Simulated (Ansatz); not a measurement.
BaSnO₃ (cubic perovskite, space group No. 221), the program Ansatz at the PBE level (PAW). The conduction-band minimum lies at Γ, with 1 equivalent valley. Second derivatives d²E/dk² of the lowest band at one valley (eV·Å²), along Cartesian directions:

```
direction  d²E/dk²
---------  -------
[100]        58.47
[010]        58.47
[001]        58.47
[110]        58.45
[101]        58.45
[011]        58.45
```

Question: Find the principal effective masses, the density-of-states mass and the conductivity mass.

Answer: Off-diagonal terms follow from H_xy = H[110] − (H_xx + H_yy)/2, and m*/mₑ = 7.620 eV·Å² over each eigenvalue: 0.13, 0.13, 0.13. One valley's DOS mass (m₁m₂m₃)^(1/3) = 0.13, conductivity mass 3/(Σ 1/mᵢ) = 0.13 mₑ.

Question: What effective density of states Nc follows at 300 K for parabolic valleys?

Answer: Nc = 2.509e19 × 1 × (0.13)^(3/2) ≈ 1.2e18 cm⁻³.

Space group Pm-3m (cubic perovskite). Symmetry was held in the PBE relaxation. Scalar-relativistic: spin–orbit coupling is off unless named, which matters more the heavier the elements.

Potentials: the later of the program's two PAW sets.

Edges and masses are those of Kohn–Sham bands, whose gap is no quasiparticle gap.
